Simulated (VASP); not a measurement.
# AgCl (Chlorargyrite) (Fm-3m) in VASP: electric field gradients with PBE

Aim: the electric field gradients of AgCl (Chlorargyrite) with PBE.

Everything below comes from runs of VASP 6.6.1. Logs are shortened: lines on timing, memory, paths and dates and some standing lists are left out, and cuts for length are marked.

**Measured values to compare with.**

From a printed reference work, data compilation, for a bulk crystal of AgCl: band gap 3.249 eV (indirect).

The results are compared with them further down.

## 1. The cell of the first run

The structure is cubic, space group Fm-3m (No. 225). The conventional cell has a = 5.610 Å, b = 5.610 Å, c = 5.610 Å, α = 90.00°, β = 90.00°, γ = 90.00°. Within 3.7 Å of Ag (site symmetry m-3m) lie 6 Cl at 2.80 Å. Within 3.7 Å of Cl (site symmetry m-3m) lie 6 Ag at 2.80 Å.

## 2. Electric field gradients, PBE

INCAR

```
ALGO = Normal
EDIFF = 1E-8
ENCUT = 520
GGA = PE
ISIF = 2
ISMEAR = 0
LASPH = True
LCHARG = False
LEFG = True
LREAL = False
LWAVE = False
NBANDS = 16
NELM = 80
PREC = Accurate
SIGMA = 0.05
```

KPOINTS

```
k-points
0
Gamma
  10 10 10
```

POSCAR

```
AgCl
1.0
    0.0000000000      2.8047747577      2.8047747577
    2.8047747577      0.0000000000      2.8047747577
    2.8047747577      2.8047747577      0.0000000000
Ag Cl
1 1
Direct
    0.0000000000      0.0000000000      0.0000000000
    0.5000000000      0.5000000000      0.5000000000
```

Potentials or basis: VASP PAW PBE potentials, release 64 (Ag, Cl).

Run with:

```
> cat potpaw_PBE.64/Ag/POTCAR potpaw_PBE.64/Cl/POTCAR > POTCAR
> mpirun -np 1 vasp_std > vasp.out
```

OUTCAR:

```text
EDIFF = 1E-8
   ENCUT = 520
   GGA = PE
   ISIF = 2
   ISMEAR = 0
   LASPH = True
   LREAL = False
   NELM = 80
   PREC = Accurate

 ion  position               nearest neighbor table
   1  0.000  0.000  0.000-   2 2.80   2 2.80   2 2.80   2 2.80   2 2.80   2 2.80
   2  0.500  0.500  0.500-   1 2.80   1 2.80   1 2.80   1 2.80   1 2.80   1 2.80

  LATTYP: Found a face centered cubic cell.
 ALAT       =     5.6095495154

  Lattice vectors:

 A1 = (   0.0000000000,   2.8047747577,   2.8047747577)
 A2 = (   2.8047747577,   0.0000000000,   2.8047747577)
 A3 = (   2.8047747577,   2.8047747577,   0.0000000000)

Analysis of symmetry for initial positions (statically):
=====================================================================
 Subroutine PRICEL returns:
 Original cell was already a primitive cell.

 Routine SETGRP: Setting up the symmetry group for a
 face centered cubic supercell.

 Subroutine GETGRP returns: Found 48 space group operations
 (whereof 48 operations were pure point group operations)
 out of a pool of 48 trial point group operations.

The static configuration has the point symmetry O_h .

Analysis of symmetry for dynamics (positions and initial velocities):
=====================================================================
 Subroutine PRICEL returns:
 Original cell was already a primitive cell.

 Routine SETGRP: Setting up the symmetry group for a
 face centered cubic supercell.

 Subroutine GETGRP returns: Found 48 space group operations
 (whereof 48 operations were pure point group operations)
 out of a pool of 48 trial point group operations.

The dynamic configuration has the point symmetry O_h .

 Subroutine INISYM returns: Found 48 space group operations
 (whereof 48 operations are pure point group operations),
 and found     1 'primitive' translations

----------------------------------------------------------------------------------------

                                     Primitive cell

  volume of cell :      44.1290

  direct lattice vectors                    reciprocal lattice vectors
     0.000000000  2.804774758  2.804774758    -0.178267434  0.178267434  0.178267434
     2.804774758  0.000000000  2.804774758     0.178267434 -0.178267434  0.178267434
     2.804774758  2.804774758  0.000000000     0.178267434  0.178267434 -0.178267434
[... 117 lines left out ...]
  energy-cutoff  :      520.00
  volume of cell :       44.13
 maximum number of plane-waves:      1243
 NGX is ok and might be reduce to    30
   NGX = 15   NGY = 15   NGZ = 15

 number of electron      17.9999995 magnetization

 Free energy of the ion-electron system (eV)
  ---------------------------------------------------
  ext. energy  EPLUGINS =         0.00000000
  ---------------------------------------------------
  free energy    TOTEN  =        -5.40127251 eV

  energy without entropy =       -5.40127251  energy(sigma->0) =       -5.40127251

 E-fermi :   3.6860     XC(G=0):  -9.7876

 val. band max:        3.3933151098   @ k =   0.5000   0.0000   0.0000
 cond. band min:       4.3133282430   @ k =   0.0000   0.0000   0.0000
 fundamental gap:      0.9200131332
 Fermi energy:         3.6859798153

 k-point     1 :       0.0000    0.0000    0.0000
  band No.  band energies     occupation
      1     -11.5312      2.00000
      2       1.0859      2.00000
      3       1.0859      2.00000
      4       1.0859      2.00000
      5       1.1251      2.00000
      6       1.1251      2.00000
[... 433 lines left out ...]
      3       0.1846      2.00000
      4       0.2682      2.00000
      5       0.9802      2.00000
      6       1.3977      2.00000
[... 8 lines left out ...]
     15      18.2770      0.00000
     16      19.1202      0.00000

 [... further k-points ...]
[... 5 lines left out ...]
  --------------------------------------------------------------------------------------
  -------------------------------------------------------------------------------------
  Total       -0.0224863     -0.0224863     -0.0224863      0.0000000      0.0000000      0.0000000
  in kB       -0.8164017     -0.8164017     -0.8164017      0.0000000      0.0000000      0.0000000
  external PRESSURE =      -0.8164017 kB  Pullay stress =       0.0000000 kB

 VOLUME and BASIS-vectors are now :
 -----------------------------------------------------------------------------
  energy-cutoff  :      520.00
  volume of cell :       44.13
      direct lattice vectors                 reciprocal lattice vectors
     0.000000000  2.804774758  2.804774758    -0.178267434  0.178267434  0.178267434
     2.804774758  0.000000000  2.804774758     0.178267434 -0.178267434  0.178267434
     2.804774758  2.804774758  0.000000000     0.178267434  0.178267434 -0.178267434

 POSITION                                       TOTAL-FORCE (eV/Angst)
 -----------------------------------------------------------------------------------
      0.00000      0.00000      0.00000         0.000000      0.000000      0.000000
      2.80477      2.80477      2.80477         0.000000      0.000000      0.000000
 -----------------------------------------------------------------------------------
    total drift:                               -0.000000      0.000000      0.000000

  FREE ENERGIE OF THE ION-ELECTRON SYSTEM (eV)
  ---------------------------------------------------
  free  energy   TOTEN  =        -5.4012725142 eV

  energy  without entropy=       -5.4012725142  energy(sigma->0) =       -5.40127251

 Electric field gradients (V/A^2)
---------------------------------------------------------------------
 ion       V_xx      V_yy      V_zz      V_xy      V_xz      V_yz
---------------------------------------------------------------------
   1      -0.000    -0.000    -0.000     0.001     0.001     0.001
   2      -0.000     0.000     0.000    -0.000    -0.000    -0.000
---------------------------------------------------------------------

 Electric field gradients after diagonalization (V/A^2)
 (convention: |V_zz| > |V_xx| > |V_yy|)
----------------------------------------------------------------------
 ion       V_xx      V_yy      V_zz     asymmetry (V_yy - V_xx)/ V_zz
----------------------------------------------------------------------
   1      -0.001    -0.001     0.001       0.000
   2       0.000     0.000    -0.000       0.000
----------------------------------------------------------------------

           NMR quadrupolar parameters

 Cq : quadrupolar parameter    Cq=e*Q*V_zz/h
 eta: asymmetry parameters     (V_yy - V_xx)/ V_zz
 Q  : nuclear electric quadrupole moment in mb (millibarn)
----------------------------------------------------------------------
 ion       Cq(MHz)       eta       Q (mb)
----------------------------------------------------------------------
   1       0.000       0.000       1.000
   2      -0.000       0.000       1.000
----------------------------------------------------------------------
```

OSZICAR:

```text
N       E                     dE             d eps       ncg     rms          rms(c)
DAV:   1     0.995496887804E+02    0.99550E+02   -0.85335E+03  1528   0.101E+03
DAV:   2    -0.194505654718E+01   -0.10149E+03   -0.93226E+02  1904   0.220E+02
DAV:   3    -0.556616919051E+01   -0.36211E+01   -0.36137E+01  1904   0.440E+01
DAV:   4    -0.559150071311E+01   -0.25332E-01   -0.25330E-01  1936   0.396E+00
DAV:   5    -0.559184337863E+01   -0.34267E-03   -0.34266E-03  1840   0.454E-01    0.560E+00
DAV:   6    -0.540577268038E+01    0.18607E+00   -0.25351E-01  1912   0.643E+00    0.366E+00
DAV:   7    -0.540177421582E+01    0.39985E-02   -0.96345E-02  1832   0.207E+00    0.189E+00
DAV:   8    -0.540111060680E+01    0.66361E-03   -0.49215E-03  1840   0.714E-01    0.310E-01
DAV:   9    -0.540119444504E+01   -0.83838E-04   -0.50086E-04  1904   0.289E-01    0.438E-02
DAV:  10    -0.540126786563E+01   -0.73421E-04   -0.11329E-04  1832   0.923E-02    0.310E-02
DAV:  11    -0.540127256264E+01   -0.46970E-05   -0.51069E-06  1936   0.158E-02    0.399E-03
DAV:  12    -0.540127252145E+01    0.41191E-07   -0.20861E-07  1760   0.412E-03    0.288E-03
DAV:  13    -0.540127253134E+01   -0.98889E-08   -0.11889E-07  1848   0.299E-03    0.105E-03
DAV:  14    -0.540127251013E+01    0.21205E-07   -0.83989E-09  1448   0.640E-04    0.328E-04
DAV:  15    -0.540127251418E+01   -0.40420E-08   -0.68574E-10  1024   0.219E-04
   1 F= -.54012725E+01 E0= -.54012725E+01  d E =-.300480E-18
```

stdout:

```text
POSCAR found type information on POSCAR AgCl
 POSCAR found :  2 types and       2 ions
 scaLAPACK will be used
 LDA part: xc-table for (Slater+PW92), standard interpolation
 POSCAR, INCAR and KPOINTS ok, starting setup
 FFT: planning ... GRIDC
 FFT: planning ... GRID_SOFT
 FFT: planning ... GRID
 WAVECAR not read
 entering main loop
ion   1

ion   2
```

Wall time 26 s (1 thread of Intel Xeon Platinum 8488C (Sapphire Rapids), shared host); peak memory 0.18 GiB.

What came out:

```yaml
Free_energy: -5.4013 eV
Pressure: -0.1 GPa
Band_gap_on_the_k_mesh: 0.92 eV, indirect (least direct gap 3.01 eV)
```

Levels at points of the mesh, in eV from the valence-band top:
```tsv
k point	band 5	band 6	band 7	band 8	band 9	band 10	band 11	band 12	band 13	band 14
(0.00, 0.00, 0.00)	-2.27	-2.27	-2.18	-2.18	-2.18	0.92	10.87	10.87	10.87	12.43
(0.50, 0.00, 0.00)	-1.97	-1.97	-1.67	0.00	0.00	4.33	6.35	7.73	7.73	13.46
(0.50, 0.50, 0.00)	-2.60	-2.09	-1.86	-1.86	-1.80	2.44	8.07	8.53	11.34	11.34
```

Caveat: without QUAD_EFG the Cq values of the log hold for a quadrupole moment of 1 mb, not for the nuclei.

## 3. Comparison with measurements

Step 2. Measured gap of AgCl: 3.249 eV (indirect; a printed reference work, data compilation). This calculation gives 0.92 eV (-2.33 eV). So large a miss can be the level of theory's own, or it may mean another phase, state or a wrong row. Spin-orbit coupling on Ag is left out. The value is that of PBE on a finite k mesh, which can miss the band edges, without temperature or zero-point motion. Semilocal functionals fall short of measured gaps as a rule.
